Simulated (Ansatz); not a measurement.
TiB2 in Ansatz: convergence with scf exx energy threshold

TiB2:

```
Ti B
1.0
     3.02920    0.00000    0.00000
    -1.51460    2.62336    0.00000
     0.00000    0.00000    3.22840
Ti B
1 2
Direct
  0.00000 0.00000 0.00000
  0.66667 0.33333 0.50000
  0.33333 0.66667 0.50000
```

```yaml
Program: Ansatz 0.2.0
Task: convergence study
Functional: PBE0
Potentials_or_basis: JTH PAW
Cutoff: "1230 eV (not typed: the program's choice for these potentials)"
k_mesh: 5 × 5 × 4
Occupations: gaussian, width 0.1 eV
Spin: no spin polarisation
```

These are the settings of the first run; the series varies scf exx energy threshold, with any setting tied to it.

Hardware: 2 threads of Intel(R) Xeon(R) Processor @ 2.50GHz (Skylake/Cascade Lake), with other jobs on the host.

| scf exx energy threshold | energy less the tightest run, at zero smearing (meV/atom) | SCF cycles | CPU time (s) | peak memory (GiB) |
| --- | --- | --- | --- | --- |
| 0.01 | 0.00 | 30 | 130 | 1.6 |
| 0.001 | 0.00 | 30 | 120 | 1.6 |
| 0.0001 | 0.00 | 30 | 120 | 1.6 |
| 1e-05 | 0.00 | 29 | 120 | 1.6 |
| 1e-06 | 0.00 | 29 | 110 | 1.6 |
| 1e-07 | 0.00 | 30 | 110 | 1.6 |

Against the tightest run, the energy stays within 1 meV/atom from 0.01 on. The tightest run that finished is the yardstick and may itself not be fully converged.

Caveat, for the tightest run too: the k mesh is coarse (spacing up to 0.49 Å⁻¹), so the values aren't converged, least of all with exact exchange.
